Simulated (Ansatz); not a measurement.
Ansatz input file:

```yaml
crystal:
  lattice:
    - [0.044144496, 3.072508704, 3.1028985]
    - [3.204392004, -0.047477988, 3.194520984]
    - [3.194747532, 3.154486716, -0.037833516]
  atoms:
    - { symbol: Na, position: [0.0195216908, -0.0197287109, -0.0094982079] }
    - { symbol: I, position: [0.4804783092, 0.5197287109, 0.5094982079] }
basis:
  ecutwfc: 420
kpoints:
  mp_grid: { grid: [6, 6, 6] }
hamiltonian:
  xc: pbe
scf:
  occupations: { method: gaussian, width: 0.02 }
output:
  forces: true
  stress: true
  eigenvalues: true
  populations: true
```

Run as
```bash
ansatz run input.yaml --threads 1 --pin off --max-ram 1331MiB --backend cpu --events-out ev --progress --plain --runs-dir out
```

All numbers below come from DFT PBE, scalar-relativistic, plane waves, PAW in Ansatz.

From the run's log, abridged (iterations and final results):

```
SCF iter   1: F=—  HF=-9001.823108 eV  |F-HF|=—  |Δ(HF+E_count)|=         —  Δρ=6.31e-4  dr2=5.23e-4  ethr=1.77e-3  ⟨swp⟩=6.1  Hψ=10382  notcnv=0
SCF iter   2: F=—  HF=-9001.823421 eV  |F-HF|=—  |Δ(HF+E_count)|=   3.13e-4  Δρ=8.46e-4  dr2=1.05e-3  ethr=2.01e-6  ⟨swp⟩=2.7  Hψ=5014  notcnv=0
SCF iter   3: F=—  HF=-9001.823168 eV  |F-HF|=—  |Δ(HF+E_count)|=   2.53e-4  Δρ=5.04e-4  dr2=3.74e-4  ethr=2.01e-6  ⟨swp⟩=2.0  Hψ=2259  notcnv=0
SCF iter   4: F=—  HF=-9001.823086 eV  |F-HF|=—  |Δ(HF+E_count)|=   8.22e-5  Δρ=1.77e-4  dr2=4.28e-5  ethr=1.44e-6  ⟨swp⟩=2.0  Hψ=2344  notcnv=0
SCF iter   5: F=—  HF=-9001.823077 eV  |F-HF|=—  |Δ(HF+E_count)|=   8.92e-6  Δρ=4.29e-5  dr2=2.64e-6  ethr=1.65e-7  ⟨swp⟩=2.1  Hψ=3126  notcnv=0
SCF iter   6: F=—  HF=-9001.823076 eV  |F-HF|=—  |Δ(HF+E_count)|=   9.46e-7  Δρ=1.51e-5  dr2=3.08e-7  ethr=1.02e-8  ⟨swp⟩=2.0  Hψ=2377  notcnv=0
SCF iter   7: F=-9001.823076 eV  HF=-9001.823076 eV  |F-HF|=7.18e-8  |Δ(HF+E_count)|=   8.33e-8  Δρ=8.20e-6  dr2=9.58e-8  ethr=3.85e-10  ⟨swp⟩=5.1  Hψ=7507  notcnv=0
SCF 1 converged in 7 iterations: F = -9001.823076 eV  dr2 = 9.58e-8
SCF converged after 7 iterations
Free energy (F): -9001.823076 eV
Harris-Foulkes:  -9001.823076 eV  (|F-HF|=7.18e-8)
Internal energy: -9001.823076 eV  (E = F + TS)
E sigma→0 (E₀):  -9001.823076 eV
Fermi energy:    5.697534 eV
--- Per-component energies (eV) ---
  E_band       = -597.848708
  E_kinetic    = 310.598707
  E_local      = -3263.696671  (includes V_loc(G=0)·N_el)
  E_nonlocal   = 25.154055
  E_hartree    = 1483.878408
  E_xc         = -167.683976
  E_vxc        = -179.560844  (∫ρ·V_xc dr)
  E_paw        = -5080.384406  (= ΣΔE_a)
  E_vpaw       = -458.084608  (= ΣTr[D̂ρ^β])
  E_aug_tail   = -0.000039  (compensation charges beyond the density's cutoff)
  E_ewald      = -2309.689153
  E_smearing   =  0.000000  (= −TS)
--- Forces (eV/Å), atoms counted from 1 ---
  atom   1  Na     0.24023862    -0.08366987     0.01139118
  atom   2  I     -0.24017802     0.08364865    -0.01138571
--- Stress (GPa, compression-positive) ---
        2.435973       0.007822      -0.116011
        0.007822       2.176853       0.318056
       -0.116011       0.318056       1.724784
  P = ⅓ Tr σ = 2.1125 GPa (21.125 kbar)
--- Band table (eV; the first three rows and the last of 112) ---
  k-point 0: bands = ["-46.7268", "-39.4173", "-39.4160", "-39.4126", "-39.4090", "-39.4067", "-18.6462", "-18.6442", "-18.6415", "-7.4982", "3.6174", "3.6904", "3.8347", "7.5604", "11.4493", "11.6206", "12.0103"]
  k-point 1: bands = ["-46.7268", "-39.4173", "-39.4160", "-39.4125", "-39.4090", "-39.4067", "-18.6470", "-18.6445", "-18.6425", "-7.4120", "2.8481", "3.5876", "3.7400", "8.4055", "11.1312", "11.7616", "12.2010"]
  k-point 2: bands = ["-46.7267", "-39.4173", "-39.4159", "-39.4125", "-39.4089", "-39.4066", "-18.6497", "-18.6451", "-18.6434", "-7.2276", "1.7202", "3.4435", "3.5800", "8.9396", "11.4153", "11.7759", "12.0117"]
  k-point 111: bands = ["-46.7266", "-39.4173", "-39.4158", "-39.4126", "-39.4087", "-39.4066", "-18.6523", "-18.6468", "-18.6417", "-7.1025", "1.2779", "3.3349", "3.4175", "8.8134", "11.1057", "11.3596", "12.9661"]
--- Löwdin populations: 2 sites ---
  site symbol q [e]
     0     Na      8.3708
     1      I     17.5873
  spilling = 0.001610 (of n_electrons = 26.000000)
```

The calculation finished and met its thresholds.